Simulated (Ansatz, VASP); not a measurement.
SnTe: VASP beside Ansatz

Contents of INCAR:

```
SYSTEM = SnTe
ALGO     = Normal         ! electronic algorithm
EDIFF    = 1E-6           ! SCF threshold, eV
ENCUT    = 520            ! plane-wave cutoff, eV
GGA      = PE             ! functional
ISIF     = 2              ! what is computed and relaxed
ISMEAR   = 0              ! smearing method
IVDW     = 13             ! dispersion correction
LASPH    = .TRUE.         ! aspherical terms in the spheres
LCHARG   = .FALSE.        ! write CHGCAR
LREAL    = .FALSE.        ! projectors in reciprocal space
LWAVE    = .FALSE.        ! write WAVECAR
NBANDS   = 17             ! bands
NELM     = 80             ! most SCF steps
PREC     = Accurate       ! precision mode
SIGMA    = 0.05           ! smearing width, eV
```

Contents of KPOINTS:

```
k-points
0
G
  6 6 6
  0 0 0
```

POSCAR

```
SnTe
1.0
    0.0000000000      3.1731636166      3.1731636166
    3.1731636166      0.0000000000      3.1731636166
    3.1731636166      3.1731636166      0.0000000000
Sn Te
1 1
Direct
    0.5000000000      0.5000000000      0.5000000000
    0.0000000000      0.0000000000      0.0000000000
```

Input for Ansatz:

```yaml
crystal:
  lattice:
    - [0.0, 3.1731636166, 3.1731636166]
    - [3.1731636166, 0.0, 3.1731636166]
    - [3.1731636166, 3.1731636166, 0.0]
  atoms:
    - { symbol: Sn, position: [0.5, 0.5, 0.5] }
    - { symbol: Te, position: [0.0, 0.0, 0.0] }
basis:
  ecutwfc: 420
  ecutrho_ratio: 4
kpoints:
  mp_grid: { grid: [6, 6, 6] }
hamiltonian:
  xc: pbe
  dispersion: d4
scf:
  occupations: { method: gaussian, width: 0.05 }
output:
  forces: true
  stress: true
  eigenvalues: true
```

Alike in both runs: task single point; functional PBE; dispersion D4; k mesh 6 × 6 × 6; occupations gaussian, width 0.05 eV; no spin polarisation.

```csv
,VASP,Ansatz
version,VASP 6.6.1,Ansatz 0.2.0
potentials or method,"VASP PAW PBE potentials, release 64 (Sn_d, Te)","scalar-relativistic, plane waves, PAW"
plane-wave cutoff (eV),520,420
valence electrons in the cell,20,30
```

|  | VASP | Ansatz | Ansatz less VASP |
| --- | --- | --- | --- |
| gap on the k mesh at the Fermi level (eV) | 0.03 | 0.03 | 0.000 |
| least direct gap on the mesh (eV) | 0.03 | 0.03 | 0.000 |
| pressure (GPa) | -0.9 | -0.8 | +0.07 |
| dispersion energy (meV/atom) | -431.4 | -431.7 | -0.21 |

The two sets of potentials don't hold the same shells in valence.

Caveats: spin-orbit coupling is left out, which moves the levels of the heavy elements.
